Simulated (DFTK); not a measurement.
The system is Si.

```xyz
4
Lattice="3.8313 0.0000 0.0000 -1.9157 3.3180 0.0000 0.0000 0.0000 6.3326" Properties=species:S:1:pos:R:3 pbc="T T T"
Si    1.9157    1.1060    5.9336
Si    0.0000    2.2120    2.7673
Si    1.9157    1.1060    3.5653
Si    0.0000    2.2120    0.3990
```

This isn't the form of Si at room conditions, which is diamond.

| Quantity | Value |
| --- | --- |
| Program | DFTK 0.8.2 |
| Task | single point |
| Functional | PBEsol |
| Potentials or basis | dojo.nc.sr.pbesol.v0_4_1.standard.upf (PBEsol) |
| Cutoff | 653 eV |
| k mesh | 8 × 8 × 4 |
| Occupations | fermi-dirac, width 0.05 eV |
| Spin | no spin polarisation |

On this cell: pressure -0.6 GPa; largest force 0.009 eV/Å; band gap on the k mesh 0.30 eV, indirect (least direct gap 0.94 eV).

The same run follows on a disturbed copy (atoms moved at random, drawn with an rms of 0.05 Å):

```
CELL_PARAMETERS angstrom
3.83132 0.00000 0.00000
-1.91566 3.31802 0.00000
0.00000 0.00000 6.33262
ATOMIC_POSITIONS crystal
Si 0.66241 0.33371 0.94032
Si 0.33469 0.65868 0.43431
Si 0.67437 0.34542 0.56219
Si 0.31425 0.64739 0.05883
```

What does the disturbed cell give?

The energy moves by +16.9 meV/atom; pressure -0.4 GPa; largest force 0.969 eV/Å; band gap on the k mesh none (metal or under the smearing width).

Forces on the atoms (eV/Å):
```
Si  -0.278 -0.764 -0.529
Si  -0.229  0.712  0.005
Si   0.187 -0.751  0.128
Si   0.320  0.803  0.396
```

Stress tensor (GPa, compression positive):
```
 2.32  0.12  0.52
 0.12 -2.08  0.02
 0.52  0.02 -1.30
```
